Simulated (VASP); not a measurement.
WC (Qusongite): single point with PBE

WC (Qusongite):

```
CELL_PARAMETERS angstrom
2.90650 0.00000 0.00000
-1.45325 2.51710 0.00000
0.00000 0.00000 2.83660
ATOMIC_POSITIONS crystal
W 0.00000 0.00000 0.00000
C 0.66667 0.33333 0.50000
```

```yaml
Program: VASP 6.6.1
Task: single point
Functional: PBE
Potentials_or_basis: VASP PAW PBE potentials, release 64 (W_sv, C)
Cutoff: 520 eV
k_mesh: 10 × 10 × 9
Occupations: gaussian, width 0.015 eV
Spin: no spin polarisation
```

* Pressure: 6.7 GPa
* Band gap on the k mesh: none (metal or under the smearing width)

Stress tensor (GPa, compression positive):
```
6.89 0.00 0.00
0.00 6.89 0.00
0.00 0.00 6.23
```

Levels at points of the mesh, in eV from the Fermi level:
```
           k point  band 6  band 7  band 8  band 9  band 10  band 11  band 12  band 13
(0.00, 0.00, 0.00)   -4.33   -3.35   -3.35    0.07     3.22     3.22     5.61     5.61
(0.50, 0.00, 0.00)   -7.05   -3.63   -3.58   -0.49     2.33     4.52     4.87     6.84
```

It took 14 s on 1 thread of Intel(R) Xeon(R) Platinum 8259CL CPU @ 2.50GHz (Skylake/Cascade Lake), on a shared host, peak memory 0.15 GiB.

Spin-orbit coupling is left out, which matters for the levels of W.
